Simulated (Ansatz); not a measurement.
A relaxed cell of MoH3 is given with its symmetry left out. The cell was found from a structure generator's guess, not taken from experiment.

The calculation used Ansatz, DFT PBE, scalar-relativistic, plane waves, PAW. Cutoff 420 eV, Γ-centred mesh, Gaussian smearing, no spin polarisation.

```
H Mo
1.0
     1.53741   -4.64863    0.00000
     1.53741    4.64863    0.00000
     0.00000    0.00000    3.88732
H Mo
6 2
Direct
  0.69924 0.30076 0.25000
  0.30076 0.69924 0.75000
  0.93025 0.06975 0.25000
  0.50000 0.50000 0.00000
  0.50000 0.50000 0.50000
  0.06975 0.93025 0.75000
  0.32963 0.67037 0.25000
  0.67037 0.32963 0.75000
```

Energies over the elements count from the elements' standard structures at the same level (H₂ as a molecule), with no fitted energy shifts.

(1) What space group does it have?

(2) What is its formation energy per atom?

(3) Is it a metal?

Answers

(1) Cmcm (No. 63). Conventional cell: a = 3.075 Å, b = 9.297 Å, c = 3.887 Å. H on a site of symmetry m2m has 4 Mo at 1.96 Å and 3 H at 2.09–2.15 Å; H on a second site of symmetry m2m has 2 Mo at 1.80 Å, 4 H at 1.93 Å, 1 H at 2.15 Å and 2 H at 2.34 Å; H on a site of symmetry 2/m is surrounded by 2 Mo at 1.86 Å, 6 H at 1.93–1.94 Å and 2 H at 2.09 Å; Mo has 8 H at 1.80–1.96 Å.

(2) +0.19 eV/atom. It can't be a ground state, since the elements alone are lower.

(3) Yes, bands cross the Fermi level on the 12×12×10 mesh.

The last run used a 12×12×10 mesh (in the run's order of axes) for its 8-atom cell and Gaussian smearing of 0.10 eV. With hydrogen, zero-point motion can shift formation energies by some tens of meV/atom. This cell was reached by moving the atoms of another relaxed cell at random and relaxing again, last within the group found; it had no such test of its own.
